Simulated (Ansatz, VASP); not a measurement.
**CeO2: VASP beside Ansatz**

```
Ce O
1.0
     0.00000    2.77192    2.77192
     2.77192    0.00000    2.77192
     2.77192    2.77192    0.00000
Ce O
1 2
Direct
  0.00000 0.00000 0.00000
  0.25000 0.25000 0.25000
  0.75000 0.75000 0.75000
```

Alike in both runs: task single point; functional PBE; k mesh 12 × 12 × 12; occupations gaussian, width 0.05 eV; no spin polarisation; Hubbard terms Ce f U = 5.0 eV.

|  | VASP | Ansatz |
| --- | --- | --- |
| version | VASP 6.6.1 | Ansatz 0.2.0 |
| potentials or method | VASP PAW PBE potentials, release 64 (Ce, O) | scalar-relativistic, plane waves, PAW |
| plane-wave cutoff (eV) | 520 | 420 |
| valence electrons in the cell | 24 | 24 |

Ansatz gave:

```
gap on the k mesh at the Fermi level (eV) : 2.09
least direct gap on the mesh (eV)         : 2.27
pressure (GPa)                            : -6.5
```

Question: Estimate VASP's values.

Answer: gap on the k mesh at the Fermi level (eV): 2.17; least direct gap on the mesh (eV): 2.36; pressure (GPa): -4.1.

The programs project onto different local orbitals, so the same U acts differently.

Caveats: spin-orbit coupling is left out, which moves the levels of the heavy elements. Spin polarisation is off, so any magnetic state and its effect on volume and gap are missing. A k mesh can miss the band edges.
